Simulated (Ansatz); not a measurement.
Input:

```yaml
crystal:
  lattice:
    - [0.0, 5.43, 5.43]
    - [5.43, 0.0, 5.43]
    - [5.43, 5.43, 0.0]
  atoms:
    - { symbol: Si, position: [-0.01495046, 0.00350008, 0.02381293] }
    - { symbol: Si, position: [0.1431228, 0.1368029, 0.11096647] }
    - { symbol: Si, position: [0.0147601, 0.01318532, 0.47077816] }
    - { symbol: Si, position: [0.10433496, 0.12958147, 0.65192942] }
    - { symbol: Si, position: [0.00068085, 0.53342861, -0.01224763] }
    - { symbol: Si, position: [0.12005723, 0.64206711, 0.13036758] }
    - { symbol: Si, position: [-0.00961986, 0.4845876, 0.52238313] }
    - { symbol: Si, position: [0.14131305, 0.61323745, 0.60900689] }
    - { symbol: Si, position: [0.49575221, 0.00393281, -0.00600183] }
    - { symbol: Si, position: [0.60206008, 0.14847142, 0.1170037] }
    - { symbol: Si, position: [0.47314306, -0.01751738, 0.50490348] }
    - { symbol: Si, position: [0.62951461, 0.10530344, 0.6120172] }
    - { symbol: Si, position: [0.48669052, 0.52486465, -0.00520909] }
    - { symbol: Si, position: [0.61687769, 0.63533724, 0.12546607] }
    - { symbol: Si, position: [0.51707344, 0.4708975, 0.5037882] }
    - { symbol: Si, position: [0.6310852, 0.59549388, 0.64087964] }
    - { symbol: H, position: [0.73845035, 0.89952734, 0.5574971], spin: 1.0 }
magnetization:
  spin_polarized: true
basis:
  ecutwfc: 420.0
kpoints:
  mp_grid: { grid: [2, 2, 2] }
hamiltonian:
  xc: lda
scf:
  occupations: { method: fermi_dirac, width: 0.05 }
  lower_state_search: "off"
md:
  timestep: 0.5
  n_steps: 100
  ensemble: nvt_langevin
  temperature: 840.0
  initial_velocities: maxwell_boltzmann
  seed: 261702
  friction: 0.02
```

Run as:

```bash
$ ansatz run input.yaml --threads 1 --pin off --max-ram 3072MiB --backend cpu --events-out ev --progress --plain --runs-dir out
```

Hardware: 1 thread of Arm Neoverse V2, with other jobs on the host.

Problem. Roughly how long does this run take, and how much memory?

Solution. 21 min, with a peak of 0.61 GiB, for 101 ionic steps.
